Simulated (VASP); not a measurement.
A run of VASP 6.6.1 is set up as follows.

Contents of INCAR:

```
  PREC = Accurate
  ENCUT = 520
  EDIFF = 1E-7
  ISMEAR = -1
  SIGMA = 0.05
  LREAL = False
  LASPH = True
  NELM = 120
  ALGO = Normal
  ISIF = 2
  LWAVE = False
  LCHARG = False
  ISPIN = 2
  MAGMOM = 1.5 1.5
  LORBIT = 11
  LMAXMIX = 4
  GGA = PS
  LEFG = True
```

File KPOINTS:

```
regular mesh
0
Gamma
  15 15 8
```

POSCAR

```
Co
1.0
    2.5074000000      0.0000000000      0.0000000000
   -1.2537000000      2.1714720974      0.0000000000
    0.0000000000      0.0000000000      4.0699000000
Co
2
Direct
    0.3333333333      0.6666666667      0.2500000000
    0.6666666667      0.3333333333      0.7500000000
```

Potentials or basis: VASP PAW PBE potentials, release 64 (Co).

Launch:

```sh
$ cat potpaw_PBE.64/Co/POTCAR > POTCAR
$ mpirun -np 1 vasp_std > vasp.out
```

(1) What does it give for the site moments?

(2) Estimate the net moment.

## Answers

(1) Co +1.65 μB.

(2) 3.27 μB per cell.
